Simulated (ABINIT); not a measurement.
The system is SiC.

```
C Si
1.0
     0.00000    2.18000    2.18000
     2.18000    0.00000    2.18000
     2.18000    2.18000    0.00000
C Si
1 1
Direct
  0.25000 0.25000 0.25000
  0.00000 0.00000 0.00000
```

The cell was built by a generator and needn't be a form met in nature.

```yaml
Program: ABINIT 10.8.3 (patched build)
Task: relaxation of cell and atoms
Functional: LDA
Potentials_or_basis: PseudoDojo NC SR LDA v0.4.1 standard
Cutoff: 1116 eV
k_mesh: 8 × 8 × 8
Occupations: fermi-dirac, width 0.05 eV
Spin: no spin polarisation
```

At the start: pressure -5.2 GPa; volume 10.36 Å³/atom.

**Question.** Where does the relaxation end?

**Answer.** Over 4 steps the energy falls by 4.0 meV/atom and the volume is 10.12 Å³/atom (-2.3 %); space group F-43m (No. 216, to 0.05 Å).

Step by step:
| step | energy change (eV) | largest force (eV/Å) | pressure (GPa) | volume (Å³) |
| --- | --- | --- | --- | --- |
| 1 | 0.0000 | 0.0000 | -5.16 | 20.72 |
| 2 | -0.0071 | 0.0000 | -1.76 | 20.40 |
| 3 | -0.0079 | 0.0000 | 0.04 | 20.23 |
| 4 | -0.0079 | 0.0000 | 0.00 | 20.24 |

Final structure:
```
C Si
1.0
     0.00000    2.16290    2.16290
     2.16290    0.00000    2.16290
     2.16290    2.16290    0.00000
C Si
1 1
Direct
  0.25000 0.25000 0.25000
  0.00000 0.00000 0.00000
```
